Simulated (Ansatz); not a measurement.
Structure from Materials Project entry mp-95 (possibly hypothetical), not relaxed further. The listed cell was then made from it by scaling, straining or moving an atom.

An input for Sr: DFT, r2SCAN, PAW with Ansatz's default frozen-core files, scalar-relativistic (Ansatz 0.2.0). The PAW files were made with PBE; their cores are remade for this functional.

```yaml
crystal:
  lattice:
    - [-2.4517490801, 2.4517490801, 2.3061251417]
    - [2.4517490801, -2.4517490801, 2.3061251417]
    - [2.4517490801, 2.4517490801, -2.3061251417]
  atoms:
    - { symbol: Sr, position: [0.0, 0.0, 0.0] }
kpoints:
  mp_grid: { grid: [10, 10, 10] }
scf:
  occupations: { method: fermi_dirac, width: 0.05 }
hamiltonian:
  xc: r2scan
  pseudopotentials: { kind: paw }
output:
  forces: true
  stress: true
  eigenvalues: true
  efg: { contact_densities: true }
```

Set-up and iterations as logged by Ansatz (the results part is left out, to be predicted):

```
Engine: ansatz 0.2.0
Pseudopotentials: kind: paw
Pseudopotential: Sr, paw, valence charge 10, recommended cutoff 500 eV (meta_gga)
Functional definition: r2SCAN
  parameter k0 = 0.174
  parameter k1 = 0.065
  parameter a1 = 4.9479
  exchange = r2scan_x(k0 = k0, k1 = k1, a1 = a1)
  correlation = r2scan_c
Crystal: 1 atoms, lattice volume = 55.449 Å³
Basis set: ecut = 500 eV, 1385 PW (Γ), exchange–correlation on 128×128×128 points (64 copies of the dense FFT grid, shifted against one another)
Bands: 9, of which v1, the nominal top of the filled ones, is band 5 counted from 1 (4 counted from 0)
Symmetry: 16 space group operations
Space group: I4/mmm (ITA 139), of the structure as read, at distance tolerance 3.8e-5 Å
k-points: 102 of 1000
Non-local potential: Sr, projectors of the file, l = 0: 3, l = 1: 2, l = 2: 2
PAW form: soft (Blöchl's): semilocal exchange-correlation on the pseudo side does not see the compensation charge
PAW frozen core: Sr, regenerated for the run's functional (the file was generated under x = pbe(κ = 0.804, μ = 0.2195149727645171), c = pbe(β = 0.06672455060314922))
PAW one-centre angular grid: Sr, 302 points (default); XC on 160 Gauss nodes
Initial density: superposition of atomic densities (neutral atoms: chi_scale 0, normalization atom), corrected by the library's trained network
Initial wavefunctions: pseudopotential atomic-orbital guess
Functional: x = r2scan, c = r2scan; τ floored in thin density (d = 2e-4 eV/Å³)
SCF iter   1: F=—  HF=-3555.084395 eV  |F-HF|=—  |Δ(HF+E_count)|=         —  Δρ=2.34e-3  dr2=3.83e-3  dr2_τ=2.06e-3  ethr=1.77e-3  ⟨swp⟩=7.0  Hψ=8632  notcnv=0
SCF iter   2: F=—  HF=-3555.109259 eV  |F-HF|=—  |Δ(HF+E_count)|=   2.49e-2  Δρ=1.81e-3  dr2=2.04e-3  dr2_τ=8.09e-5  ethr=3.83e-5  ⟨swp⟩=2.0  Hψ=2630  notcnv=0
SCF iter   3: F=—  HF=-3555.109868 eV  |F-HF|=—  |Δ(HF+E_count)|=   6.10e-4  Δρ=4.57e-4  dr2=2.00e-4  dr2_τ=5.05e-5  ethr=2.04e-5  ⟨swp⟩=3.0  Hψ=1696  notcnv=0
SCF iter   4: F=—  HF=-3555.109909 eV  |F-HF|=—  |Δ(HF+E_count)|=   4.07e-5  Δρ=2.41e-4  dr2=1.64e-5  dr2_τ=2.10e-6  ethr=2.00e-6  ⟨swp⟩=2.0  Hψ=1411  notcnv=0
SCF iter   5: F=—  HF=-3555.109911 eV  |F-HF|=—  |Δ(HF+E_count)|=   2.09e-6  Δρ=3.92e-5  dr2=5.66e-7  dr2_τ=6.32e-8  ethr=1.64e-7  ⟨swp⟩=2.0  Hψ=1242  notcnv=0
SCF iter   6: F=-3555.109911 eV  HF=-3555.109911 eV  |F-HF|=7.94e-8  |Δ(HF+E_count)|=   6.03e-8  Δρ=1.32e-5  dr2=5.37e-8  dr2_τ=2.10e-8  ethr=1.00e-9  ⟨swp⟩=7.9  Hψ=5574  notcnv=0
```

Question: What pressure will this run report?

Answer: 0.12 GPa (positive in compression).
